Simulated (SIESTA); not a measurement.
**Ni under changes of volume**

One of the cells (10.569 Å³/atom); the others are scaled copies at fixed shape and fractional positions:

```
CELL_PARAMETERS angstrom
2.44802 0.00000 0.00000
-1.22401 2.12005 0.00000
0.00000 0.00000 4.07281
ATOMIC_POSITIONS crystal
Ni 0.66667 0.33333 0.75000
Ni 0.33333 0.66667 0.25000
```

This isn't the form of Ni at room conditions, which is fcc.

- Program: SIESTA 5.4.2
- Functional: PBEsol
- Potentials or basis: PseudoDojo 0.4 standard (PBEsol files)
- Basis: DZP (energy shift 0.003 Ry; two zetas on semicore shells)
- Grid cutoff: 800 Ry
- Energy shift: 0.003 Ry
- k mesh: 9 × 9 × 5
- Occupations: fermi-dirac, width 0.05 eV
- Spin: collinear spin, ferromagnetic start
- Starting moments: [1.0, 1.0] μB

```tsv
volume (Å³/atom)	energy over the lowest point (meV/atom)	pressure (GPa)	moment (μB per cell)
9.935	14.90	11.6	1.08
10.146	4.00	5.7	1.08
10.357	0.00	0.7	1.09
10.569	?	?	?
10.780	11.27	-8.2	1.11
10.992	24.82	-12.0	1.11
11.203	43.24	-15.3	1.12
```

What does the run at 10.569 Å³/atom give?

Energy over the lowest point 2.63 meV/atom; pressure -4.2 GPa; moment 1.10 μB per cell.

Worked out: A Birch-Murnaghan fit of order 3 (a polynomial in V^(-2/3)) to the other rows has its minimum at 10.37 Å³/atom with B0 = V·E''(V) = 238 GPa and B' = 4.3 at fixed shape and positions, which overstates the stiffness. It gives 2.74 meV/atom at 10.569 Å³/atom, against the run's 2.63, and -dE/dV = -4.3 GPa, against -4.2. A straight line through the other rows of the moment, of slope 0.0338 μB per Å³/atom, gives 1.10 μB, against the run's 1.10.

Energies are extrapolated to zero smearing.

Caveats: short orbitals over semicore shells can move pressures by several GPa; the basis of atomic orbitals isn't converged, which shifts pressures, moduli and gaps.
